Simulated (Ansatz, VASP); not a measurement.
Given: the input of a run of Ansatz 0.2.0 on W.

The input input.yaml:

```yaml
crystal:
  lattice:
    - [-1.582345, 1.582345, 1.582345]
    - [1.582345, -1.582345, 1.582345]
    - [1.582345, 1.582345, -1.582345]
  atoms:
    - { symbol: W, position: [0.0, 0.0, 0.0] }
kpoints:
  mp_grid: { grid: [12, 12, 12] }
scf:
  occupations: { method: fermi_dirac, width: 0.05 }
hamiltonian:
  xc: rpbe
  dispersion: d3bj
  pseudopotentials: { kind: all_electron, lapw: { basis_error: 0.001 } }
output:
  forces: true
  stress: true
relax:
  f_tol: 0.01
  max_steps: 60
  cell: {}
```

Potentials or basis: all-electron LAPW, scalar-relativistic.

Launch:

```console
$ ansatz run input.yaml --threads 1 --pin off --max-ram 3072MiB --backend cpu --events-out ev --progress --plain --runs-dir out
```

Q: Translate it to VASP 6.6.1. Potentials there: VASP PAW PBE potentials, release 64 (W_sv).

A: As run (the cutoff follows the program's own potentials):

INCAR

```
SYSTEM = W
ALGO = Normal
EDIFF = 1E-6
EDIFFG = -0.01
ENCUT = 600
GGA = RP
IBRION = 2
ISIF = 3
ISMEAR = -1
IVDW = 12
LASPH = .TRUE.
LCHARG = .FALSE.
LREAL = .FALSE.
LWAVE = .FALSE.
NELM = 60
NSW = 80
PREC = Accurate
SIGMA = 0.05
```

KPOINTS

```
k-points
0
G
  12 12 12
  0 0 0
```

Contents of POSCAR:

```
W
1.0
   -1.5823450000      1.5823450000      1.5823450000
    1.5823450000     -1.5823450000      1.5823450000
    1.5823450000      1.5823450000     -1.5823450000
W
1
Direct
    0.0000000000      0.0000000000      0.0000000000
```

Potentials or basis: VASP PAW PBE potentials, release 64 (W_sv).

Run with:

```bash
$ cat potpaw_PBE.64/W_sv/POTCAR > POTCAR
$ mpirun -np 1 vasp_std > vasp.out
```

Both were run:

|  | VASP | Ansatz | Ansatz less VASP |
| --- | --- | --- | --- |
| relaxed volume (Å³/atom) | 14.11 | 14.06 | -0.054 |
| relaxed cell length with the largest relative difference (Å) | 2.637 | 2.633 | -0.0034 |
| energy change over the relaxation (meV/atom) | -225 | -236 | -11.1 |

Ansatz ran all-electron here, so the differences hold the error of VASP's frozen core and of both bases.

Caveats: the volume moved by -11 % from the deposited cell, more than functionals usually miss; the PAW data sets were made with another functional, which shifts forces and pressure a little (VASP); pairwise dispersion overbinds metals, which lowers pressure and volume (VASP). The runs have no spin-orbit coupling, so splittings on W are missing.
